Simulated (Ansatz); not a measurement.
**BN: energy along a strain**

BN, F-43m, a = 3.625 Å. The compound has several low-lying forms, and this is one of them. Ansatz: PBE, PAW, 420 eV, Γ-centred 12×12×12 mesh on 2 atoms, Gaussian smearing 0.05 eV; no spin polarisation. Cell vectors (Å): 0.000 1.812 1.812; 1.812 0.000 1.812; 1.812 1.812 0.000. The cell is strained by x per cent times the pattern (0 0 0 0 0 1) in the order xx yy zz yz xz xy (engineering shears), with fractional coordinates held. y is the free energy over the start, V0 = 5.953 Å³/atom. Symmetry makes y even in x.

```
x (%) y (meV/atom)
-6.00             ?
-3.00          7.33
 0.00          0.00
 0.75          0.37
 1.50          1.75
 2.25          4.07
 3.75         11.48
 4.50         16.56
 5.25         22.63
```

Q: Fit y = c2 x² + c4 x⁴ to the other rows, get the stiffness along the pattern, and predict the missing energy.

A: Least squares on the rows shown. y = 0.80749 x² + 0.00050280 x⁴. The clamped-ion stiffness p·C·p = 2 × 8.075 eV × 160.2 / 5.953 Å³ = 435 GPa, which is C66 in these axes (C44 of the cubic crystal). At x = -6.00 the fit asked for gives 29.72 meV/atom. The run gave 29.60 meV/atom, so the fit is 0.12 meV/atom too high, a small miss on the scale of the series.

Cost: 9 runs of about 0.39 core-minutes in all, on Arm Neoverse V2 (shared hosts).